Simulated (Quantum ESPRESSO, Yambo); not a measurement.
# A GW chain in Yambo: GaAs (F-43m), part 2 of 3

Wanted: ground state, empty states, screening and self-energy for GaAs (F-43m).

Quantum ESPRESSO 7.5 and Yambo 5.3.0; PBE and many-body steps on it, plane waves. Known limits of the many-body steps: not at the basis limit; exchange with frozen shells missing; no spin-orbit coupling; coarse k mesh.

So far. Step 2 (Ground state): The gap is direct, at Γ. Step 3 (Bands along the symmetry lines): The gap is 0.514 eV, as in the run before at this level.

### Step 4. Empty states on the mesh, 4×4×4 mesh, 304 bands

Level of this step: DFT, PBE, plane waves, norm-conserving pseudopotentials (Quantum ESPRESSO).

The sums over transitions need many empty states on a uniform mesh; this step solves for them.

File pw.in:

```
&control
  calculation = 'nscf'
  prefix = 'x'
  outdir = 'o'
  pseudo_dir = 'pseudo'
/
&system
  ibrav = 0
  nat = 2
  ntyp = 2
  ecutwfc = 76.0
  nbnd = 304
  force_symmorphic = .true.
/
&electrons
  conv_thr = 1e-9
  electron_maxstep = 80
  diago_full_acc = .true.
  diago_thr_init = 5e-6
/
ATOMIC_SPECIES
  Ga 69.723 Ga.upf
  As 74.922 As.upf
CELL_PARAMETERS angstrom
  0.0000000000 2.8268500000 2.8268500000
  2.8268500000 0.0000000000 2.8268500000
  2.8268500000 2.8268500000 0.0000000000
ATOMIC_POSITIONS crystal
  Ga 0.0000000000 0.0000000000 0.0000000000
  As 0.2500000000 0.2500000000 0.2500000000
K_POINTS automatic
  4 4 4 0 0 0
```

Run with:

```console
> OMP_NUM_THREADS=1 mpirun -n 4 pw.x -nk 4 -in pw.in > pw.out
```

Log:

```text
[banner, memory and clock lines left out]
Program PWSCF v.7.5 starts

     Atomic positions and unit cell read from directory:
     o/x.save/

     Message from routine setup:
     using ibrav=0 with symmetry is DISCOURAGED, use correct ibrav instead

     G-vector sticks info

     bravais-lattice index     =            0
     lattice parameter (alat)  =       7.5547  a.u.
     unit-cell volume          =     304.8842 (a.u.)^3
     number of atoms/cell      =            2
     number of atomic types    =            2
     number of electrons       =        28.00
     number of Kohn-Sham states=          304
     kinetic-energy cutoff     =      76.0000  Ry
     charge density cutoff     =     304.0000  Ry
     Exchange-correlation= PBE
                           (   1   4   3   4   0   0   0)

     celldm(1)=   7.554690  celldm(2)=   0.000000  celldm(3)=   0.000000
     celldm(4)=   0.000000  celldm(5)=   0.000000  celldm(6)=   0.000000

     crystal axes: (cart. coord. in units of alat)
               a(1) = (   0.000000   0.707107   0.707107 )
               a(2) = (   0.707107   0.000000   0.707107 )
               a(3) = (   0.707107   0.707107   0.000000 )

     reciprocal axes: (cart. coord. in units 2 pi/alat)
               b(1) = ( -0.707107  0.707107  0.707107 )
               b(2) = (  0.707107 -0.707107  0.707107 )
               b(3) = (  0.707107  0.707107 -0.707107 )
     Pseudo is Norm-conserving + core correction, Zval = 13.0
     Generated using ONCVPSP code by D. R. Hamann
     Using radial grid of 1902 points,  6 beta functions with:
     Pseudo is Norm-conserving + core correction, Zval = 15.0
     Generated using ONCVPSP code by D. R. Hamann
     Using radial grid of 1358 points,  6 beta functions with:
     Ga               13.00    69.72300     Ga( 1.00)
     As               15.00    74.92200     As( 1.00)

     24 Sym. Ops. (no inversion) found

   Cartesian axes

     site n.     atom                  positions (alat units)
         1        Ga     tau(   1) = (   0.0000000   0.0000000   0.0000000  )
         2        As     tau(   2) = (   0.3535534   0.3535534   0.3535534  )

     number of k points=     8
                       cart. coord. in units 2pi/alat
        k(    1) = (   0.0000000   0.0000000   0.0000000), wk =   0.0312500
        k(    2) = (   0.1767767   0.1767767  -0.1767767), wk =   0.2500000
        k(    3) = (  -0.3535534  -0.3535534   0.3535534), wk =   0.1250000
[...]
k(    7) = (  -0.7071068   0.0000000   0.0000000), wk =   0.0937500
        k(    8) = (  -0.7071068   0.3535534   0.0000000), wk =   0.1875000

     Dense  grid:    27317 G-vectors     FFT dimensions: (  45,  45,  45)

     The potential is recalculated from file :
     o/x.save/charge-density

     Starting wfcs are   18 randomized atomic wfcs +  286 random wfcs

     Band Structure Calculation

     End of band structure calculation

          k = 0.0000 0.0000 0.0000 (  3479 PWs)   bands (ev):

   -26.4007 -26.4007 -26.4007 -26.3913 -26.3913  -6.0158  -6.0158  -6.0158
    -5.9387  -5.9387  -3.9193   8.8080   8.8080   8.8080   9.3217  12.5467
    12.5467  12.5467  16.4118  18.9704  18.9704  20.3877  20.3877  20.3877
[...]
[... 26 further rows ...]
[...]
k = 0.1768 0.1768-0.1768 (  3416 PWs)   bands (ev):

[...]
[... 26 further rows ...]
[...]
k =-0.3536-0.3536 0.3536 (  3426 PWs)   bands (ev):

[...]
[... 26 further rows ...]
   195.0280 195.9973 195.9973 196.6181 196.6181 196.6705 197.6055 197.6055
   197.8894 198.1610 198.1715 199.5231 199.5231 200.2122 200.5082 200.5082

          k = 0.3536 0.0000 0.0000 (  3399 PWs)   bands (ev):

     [... further k-points ...]

     highest occupied, lowest unoccupied level (ev):     8.8080    9.3217

     XML data file, pseudopotentials, collected wavefunctions
```

Wall time 46 s (4 MPI ranks of Arm Neoverse N1, shared host); peak memory 0.58 GiB; 3 min of CPU time.

This step gave:

```yaml
gap: 0.5137 eV
k_of_the_valence_top: 0, 0, 0
k_of_the_conduction_bottom: 0, 0, 0
least_direct_gap: 0.5137 eV
k_points_computed: 8
lowest_point_of_the_top_converged_band_above_the_valence_top: 187.3011 eV
```

On this mesh the gap is 0.514 eV.

### Step 5. Conversion and set-up

This step: Yambo 5.3.0; conversion and set-up on PBE, plane waves, norm-conserving pseudopotentials.

The states are converted to the many-body program's format and the q mesh is built.

Run with:

```console
> (cd o/x.save; p2y > p2y.log; mv SAVE ../..); yambo > setup.log
```

Log:

```text
 Yambo, version 5.3.0

 [02] CORE Variables Setup
 =========================

  [02.01] Unit cells
  ==================

  Cell kind             :  FCC
  Atoms in the cell     :  Ga  As
  number of Ga atoms    :  1
  number of As atoms    :  1

  List of atomic masses
  Mass of Ga    :  69.72300
  Mass of As    :  74.92200

  List of atomic coordinates    : [cc]
  Ga1       :  0.000000  0.000000  0.000000  order 1
  As1       :  2.670986  2.670986  2.670986  order 2

  Alat factors          :  5.341972  5.341972  5.341972 [a.u.]
  Direct lattice volume :  304.8842 [a.u.]
  Direct lattice vectors:  A[ 1 ]  A[ 2 ]  A[ 3 ]
   A[ 1 ]:  0.000000  1.000000  1.000000  [iru]
   0.000000  5.341972  5.341972  [cc]
   A[ 2 ]:  1.000000  0.000000  1.000000  [iru]
   5.341972  0.000000  5.341972  [cc]
   A[ 3 ]:  1.000000  1.000000  0.000000  [iru]
   5.341972  5.341972  0.000000  [cc]

  Recip. lattice volume :  0.813588 [a.u.]
  Recip. lattice vectors:  B[ 1 ]  B[ 2 ]  B[ 3 ]
   B[ 1 ]: -0.500000  0.500000  0.500000  [iku]
  -0.588096  0.588096  0.588096  [cc]
   B[ 2 ]:  0.500000 -0.500000  0.500000  [iku]
   0.588096 -0.588096  0.588096  [cc]
   B[ 3 ]:  0.500000  0.500000 -0.500000  [iku]
   0.588096  0.588096 -0.588096  [cc]

  [02.02] Symmetries
  ==================

  Inversion symmetry    : yes
  Spatial inversion     : no
  Inversion index       :  25
  K-space Time-reversal : yes
  Magnetic symmetries   : no
  Time-reversal derived K-space symmetries:   25   48
  Group table correct   : yes
  Symmetries units      :  [cc]

   [S  1]:   1.0000      0.14712E-16  0.14712E-16  0.14712E-16   1.0000     -0.14712E-16 -0.14712E-16 -0.14712E-16   1.0000
   [S  2]:  -1.0000     -0.14712E-16  0.14712E-16 -0.14712E-16  -1.0000     -0.14712E-16  0.14712E-16  0.14712E-16   1.0000
   [S  3]:  -1.0000      0.14712E-16 -0.14712E-16 -0.14712E-16   1.0000      0.14712E-16  0.14712E-16 -0.14712E-16  -1.0000
[...]
[S  9]:  0.14712E-16   1.0000      0.14712E-16 -0.14712E-16  0.14712E-16   1.0000       1.0000     -0.14712E-16 -0.14712E-16
   [S 10]:  0.14712E-16  -1.0000     -0.14712E-16 -0.14712E-16 -0.14712E-16  -1.0000       1.0000      0.14712E-16  0.14712E-16
     [... 36 further rows ...]
   [S*47]:   1.0000      0.14712E-16 -0.14712E-16  0.14712E-16 -0.14712E-16  -1.0000     -0.14712E-16   1.0000      0.14712E-16
   [S*48]:   1.0000     -0.14712E-16  0.14712E-16  0.14712E-16  0.14712E-16   1.0000     -0.14712E-16  -1.0000     -0.14712E-16

  [02.03] Reciprocal space
  ========================

  nG shells         :  296
  nG charge         :  27317
  nG WFs            :   4210
  nC WFs            :   3479
  G-vecs. in first 29 shells:  [ Number ]
     1    9   15   27   51   59   65   89  113
    137   169   181   229   259   283   307   331   339
    387   411   459   531   537   561   609   645   701
    725   749
  ...
  Shell energy in first 29 shells:  [ mHa ]
[...]
K/Q-points units:
  rlu = crystal or reduced units; cc = cartesian coordinates; iku = interal k-units

  K [1]          [rlu]:  0.000000  0.000000  0.000000
         WF components:   3479
  K [2]          [rlu]: -0.91587E-18 -0.91587E-18  0.25000
         WF components:   3416
  K [3]          [rlu]:  0.18317E-17  0.18317E-17 -0.50000
         WF components:   3426
  K [4]          [rlu]: -0.26116E-17  0.25000      0.25000
         WF components:   3399
  K [5]          [rlu]:  0.18030E-16  0.25000     -0.50000
         WF components:   3415
  [... 2 further k-points ...]
  K [8]          [rlu]:  0.250000 -0.500000 -0.250000
         WF components:   3400

  [02.05] Energies & Occupations
  ==============================

  [X] === General ===
  [X] Electronic Temperature                        :  0.000000  0.000000 [eV K]
  [X] Bosonic    Temperature                        :  0.000000  0.000000 [eV K]
  [X] Finite Temperature mode                       : no
  [X] El. density                                   :  0.61975E+24 [cm-3]
  [X] Fermi Level                                   :  8.808015 [eV]

  [X] === Gaps and Widths ===
  [X] Conduction Band Min                           :  0.513686 [eV]
  [X] Valence Band Max                              :  0.000000 [eV]
  [X] Filled Bands                                  :  14
  [X] Empty Bands                                   :   15  304
  [X] Direct Gap                                    :  0.513686 [eV]
  [X] Direct Gap localized at k                     :  1
  [X] Indirect Gap                                  :  0.513686 [eV]
  [X] Indirect Gap between kpts                     :  1  1
  [X] Last valence band width                       :  3.339526 [eV]
  [X] 1st conduction band width                     :  4.109682 [eV]

  E @ K [1]:  [eV]
  -35.20871 -35.20871 -35.20871 -35.19928 -35.19928 -14.82380 -14.82380 -14.82380
   -14.747      -14.747      -12.727     -0.42565E-10 -0.27839E-10   0.0000      0.51369       3.7387
    3.73871   3.73871   7.60379  10.16235  10.16235  11.57973  11.57973  11.57973
[...]
occ @ K [1]
[...]
E @ K [2]:  [eV]
[...]
occ @ K [2]
[...]
E @ K [3]:  [eV]
[...]
occ @ K [3]
[...]
E @ K [4]:  [eV]
[...]
occ @ K [4]
[...]
E @ K [5]:  [eV]
[...]
occ @ K [5]
[...]
[... 2 further k-points ...]
  E @ K [8]:  [eV]
[...]
occ @ K [8]
[...]
0.000000  0.000000  0.000000  0.000000  0.000000  0.000000  0.000000  0.000000
   0.000000  0.000000  0.000000  0.000000  0.000000  0.000000  0.000000  0.000000

 [03] Transferred momenta grid and indexing
 ==========================================

 IBZ Q-points                                      :   8
 BZ  Q-points                                      :   64

 K/Q-points units:
 rlu = crystal or reduced units; cc = cartesian coordinates; iku = interal k-units

 Q [1]          [rlu]:  0.000000  0.000000  0.000000
 Q [2]          [rlu]: -0.91587E-18 -0.91587E-18  0.25000
 Q [3]          [rlu]:  0.18317E-17  0.18317E-17 -0.50000
[...]
Q [7]          [rlu]:  0.52231E-17 -0.50000     -0.50000
 Q [8]          [rlu]:  0.250000 -0.500000 -0.250000

  [03.01] X indexes
  =================

   [03.01.01] Sigma indexes
   ========================

 [06] Game Over & Game summary
```

Elapsed: 3.4 s, on 1 MPI rank; peak memory 0.25 GiB.

(Part 2 of 3 ends here.)

[Paths, hosts, dates, memory and timing lines, banners, echoed tables and standing remarks are left out of the program output.]

[Logs are printed without paths, hosts, clocks, repeated set-up lines and the standing remarks that a program may print on its own settings, such as how far it seeks lower states.]

[Runs of the session that timed out or met a known fault of the program may be left out.]

[Hosts, paths, dates, database ids (printed as entryN), source tags and the programs' standing remarks are cut or masked in the printed files.]
